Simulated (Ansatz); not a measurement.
# Ge: the cost of one run

Program: Ansatz 0.2.0. Level of theory: DFT PBE+D3(BJ), scalar-relativistic, plane waves, PAW. These are calculated values, not measurements.

9 further runs of the same task are left out: 9 set aside as unsound or not needed. Runs told in other sessions of the task aren't counted.

## (1) The starting structure

It takes space group P-1 (No. 2, triclinic). Conventional cell: a = 4.023 Å, b = 4.023 Å, c = 18.869 Å, α = 90.00°, β = 90.00°, γ = 120.00°. Around Ge (site symmetry 1) lie 4 Ge at 2.45 to 2.78 Å. Around Ge (site symmetry 1) lie 3 Ge at 2.45 Å.

Structure file:

```
CELL_PARAMETERS angstrom
4.02269 0.00000 0.00000
-2.01134 3.48375 0.00000
0.00000 0.00000 18.86852
ATOMIC_POSITIONS crystal
Ge 0.33333 0.66667 0.27929
Ge 0.66667 0.33333 0.23849
Ge 0.00000 0.22222 0.45981
Ge 0.33333 0.88889 0.41901
```

This is the geometry of the first run shown, built on a cell relaxed beforehand with the same method.

## (2) Plan of the line

Atoms count from 1 in the order of the input.

The upper layer of a bilayer is slid over the lower one; relaxed at each slide: the heights of all atoms; the origin of the map has Ge4 above Ge1.

The axes are (1) slide of the upper layer along the first cell vector, from Ge4 above Ge1: 9 values from 0.000 to 0.889, periodic; (2) slide of the upper layer along the second cell vector, from Ge4 above Ge1: 9 values from 0.000 to 0.889, periodic.

Relaxed at each point: the heights of all atoms. Points are written as (first, second).

The two vectors of the plane (Å): (4.023, 0.000, 0.000); (-2.011, 3.484, 0.000).

## (3) The run at (0/9, 2/9) of the map's two axes

Input file input.yaml:

```yaml
crystal:
  lattice:
    - [4.0226895311, 0.0, 0.0]
    - [-2.0113447656, 3.4837513255, 0.0]
    - [0.0, 0.0, 18.8685220517]
  atoms:
    - { symbol: Ge, position: [0.3333333333, 0.6666666667, 0.2792867863] }
    - { symbol: Ge, position: [0.6666666667, 0.3333333333, 0.2384924472] }
    - { symbol: Ge, position: [0.0, 1.2222222222, 0.4598076883] }
    - { symbol: Ge, position: [0.3333333333, 0.8888888889, 0.4190109857] }
basis:
  ecutwfc: 420
kpoints:
  mp_grid: { grid: [9, 9, 1] }
hamiltonian:
  xc: pbe
  pseudopotentials: { kind: paw, azcp: { folder: soft_1 } }
  dispersion: d3bj
scf:
  occupations: { method: gaussian, width: 0.1 }
output:
  forces: true
  eigenvalues: true
relax:
  adjacent_minimum: "off"
  f_tol: 0.003
  max_steps: 20
  constraints: [{ site: 1 }, { sites: [0, 2, 3], fix: xy }]
efield:
  axis: 3
  dipole_correction: true
  ramp_width: 0.04
```

Run with:

```
$ ansatz run input.yaml --threads 1 --pin off --max-ram 3072MiB --backend cpu --events-out ev --progress --plain --runs-dir out
```

**Question.** How long does this run take on 1 thread of Arm Neoverse V1, shared host, and how much memory does it need?

About 2.6 min, with a peak of 0.57 GiB.
